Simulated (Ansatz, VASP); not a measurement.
# Mg, level by level in two programs

```
CELL_PARAMETERS angstrom
3.23055 0.00000 0.00000
-1.61528 2.79774 0.00000
0.00000 0.00000 5.24481
ATOMIC_POSITIONS crystal
Mg 0.66667 0.33333 0.75000
Mg 0.33333 0.66667 0.25000
```

Change from the starting cell: volume scaled by 1.02.

Single points on this cell with VASP 6.6.1 and Ansatz 0.2.0. Each row is one pair of runs. Alike in all rows: spin: off; k mesh: 10 × 10 × 5; smearing: fermi-dirac, width 0.05 eV; VASP's potentials, cutoff: VASP PAW PBE potentials, release 64 (Mg), 520 eV.

```tsv
level	Ansatz's potentials, cutoff	gap on the k mesh at the Fermi level (eV), VASP	gap on the k mesh at the Fermi level (eV), Ansatz	pressure (GPa), VASP	pressure (GPa), Ansatz	largest component of the traceless stress (GPa), VASP	largest component of the traceless stress (GPa), Ansatz
PBE	Ansatz PAW, 420 eV	none	?	-1.1	?	0.80	?
PBE	JTH PAW, 900 eV	none	none	-1.1	-1.0	0.80	0.80
PBE	SPMS NC, 762 eV	none	none	-1.1	-1.0	0.80	0.81
PBE	Ansatz PAW earlier set, 620 eV	none	none	-1.1	-1.0	0.80	0.80
```

Problem. Fill in what Ansatz gave in row 1.

Solution. gap on the k mesh at the Fermi level (eV): none; pressure (GPa): -1.0; largest component of the traceless stress (GPa): 0.80.

A gap of «none» marks a metal or a gap that the smearing closes.
